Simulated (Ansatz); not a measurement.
**Which of these structures of MgS lies lowest?**

Level of theory: Ansatz 0.2.0, DFT, PBE, all-electron LAPW, scalar-relativistic.

Each cell is taken as listed (from a database or a relaxation; residual pressures are under 0.6 GPa and forces under 0.08 eV/Å), on meshes of about 0.2 Å⁻¹ spacing; energies are extrapolated to zero smearing, with no zero-point or thermal terms. Other structures, the observed one among them, may be missing from this set and lie lower. No run is spin-polarised.

Problem. Order the structures by energy per atom, lowest first, and give the differences.
A.
Space group F-43m (No. 216). a = 5.697 Å, b = 5.697 Å, c = 5.697 Å, α = 90.00°, β = 90.00°, γ = 90.00°
```json
{"atom": "Mg", "site": "4a", "symmetry": "-43m", "x": "0.0000", "y": "0.0000", "z": "0.0000"}
{"atom": "S", "site": "4d", "symmetry": "-43m", "x": "0.2500", "y": "0.2500", "z": "0.7500"}
```
(zincblende type, relaxed by us; 13×13×13 mesh on the primitive cell, smearing 0.05 eV, P = 0.0 GPa)
B.
```
Mg S
1.0
     4.05431    0.00000    0.00000
    -2.02715    3.51113    0.00000
     0.00000    0.00000    6.49202
Mg S
2 2
Direct
  0.33333 0.66667 0.99758
  0.66667 0.33333 0.49758
  0.33333 0.66667 0.37842
  0.66667 0.33333 0.87842
```
(wurtzite type, relaxed by us; 12×12×7 mesh on the primitive cell, smearing 0.05 eV, P = 0.0 GPa)

Solution. B (0 meV/atom), A (9 meV/atom).
